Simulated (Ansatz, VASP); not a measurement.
**One calculation of SiC, two programs**

Contents of INCAR:

```
SYSTEM = SiC
PREC = Accurate
ENCUT = 520
EDIFF = 1E-7
ISMEAR = 0
SIGMA = 0.05
LREAL = .FALSE.
LASPH = .TRUE.
NELM = 80
ALGO = Normal
ISIF = 2
LWAVE = .FALSE.
LCHARG = .FALSE.
GGA = PE
NBANDS = 11
```

KPOINTS

```
regular mesh
0
G
  12 12 12
  0 0 0
```

Contents of POSCAR:

```
SiC
1.0
    0.0000000000      2.1680597571      2.1680597571
    2.1680597571      0.0000000000      2.1680597571
    2.0929003522      2.0929003522      0.0751594049
Si C
1 1
Direct
    0.0000000000      0.0000000000      0.0000000000
    0.7500000000      0.7500000000      0.7500000000
```

Input for Ansatz:

```yaml
crystal:
  lattice:
    - [0.0, 2.1680597571, 2.1680597571]
    - [2.1680597571, 0.0, 2.1680597571]
    - [2.0929003522, 2.0929003522, 0.0751594049]
  atoms:
    - { symbol: Si, position: [0.0, 0.0, 0.0] }
    - { symbol: C, position: [0.75, 0.75, 0.75] }
basis:
  ecutwfc: 520.0
kpoints:
  mp_grid: { grid: [12, 12, 12] }
hamiltonian:
  xc: pbe
  pseudopotentials: { kind: paw, azcp: { folder: soft_1 } }
scf:
  occupations: { method: gaussian, width: 0.05 }
output:
  forces: true
  stress: true
  eigenvalues: true
```

Alike in both runs: task single point; functional PBE; k mesh 12 × 12 × 12; occupations gaussian, width 0.05 eV; no spin polarisation.

|  | VASP | Ansatz |
| --- | --- | --- |
| version | VASP 6.6.1 | Ansatz 0.2.0 |
| potentials or method | VASP PAW PBE potentials, release 64 (Si, C) | scalar-relativistic, plane waves, PAW |
| plane-wave cutoff (eV) | 520 | 520 |
| valence electrons in the cell | 8 | 8 |

|  | VASP | Ansatz | Ansatz less VASP |
| --- | --- | --- | --- |
| gap on the k mesh at the Fermi level (eV) | 1.04 | 1.05 | +0.007 |
| least direct gap on the mesh (eV) | 4.23 | 4.24 | +0.013 |
| pressure (GPa) | 21.8 | 21.9 | +0.12 |
| largest component of the traceless stress (GPa) | 12.23 | 12.19 | -0.034 |
| rms of the force components (eV/Å) | 0.537 | 0.538 | +0.0016 |

Atom by atom the forces differ by 0.002 eV/Å (rms over components).

Caveats: so large a pressure means that the cell lies far from this level's equilibrium, or that cutoff or potentials fall short (VASP). A k mesh can miss the band edges.
